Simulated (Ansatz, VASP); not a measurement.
One calculation of MgO, two programs

```
Mg O
1.0
     0.00000    2.29923    2.29923
     2.29923    0.00000    2.29923
     2.29923    2.29923    0.00000
Mg O
1 1
Direct
  0.00000 0.00000 0.00000
  0.50000 0.50000 0.50000
```

Alike in both runs: task single point; functional PBE; k mesh 6 × 6 × 6; occupations gaussian, width 0.1 eV; no spin polarisation.

|  | VASP | Ansatz |
| --- | --- | --- |
| version | VASP 6.6.1 | Ansatz 0.2.0 |
| potentials or method | VASP PAW PBE potentials, release 64 (Mg, O) | scalar-relativistic, plane waves, PAW |
| plane-wave cutoff (eV) | 520 | 420 |
| valence electrons in the cell | 8 | 16 |

Ansatz gave:

```
gap on the k mesh at the Fermi level (eV) : 2.58
least direct gap on the mesh (eV)         : 2.58
pressure (GPa)                            : -21.6
```

**Question.** What did VASP give for the same quantities?

**Answer.** gap on the k mesh at the Fermi level (eV): 2.56; least direct gap on the mesh (eV): 2.56; pressure (GPa): -22.2.

The two sets of potentials don't hold the same shells in valence.

Caveats: so large a pressure means that the cell lies far from this level's equilibrium, or that cutoff or potentials fall short (VASP).
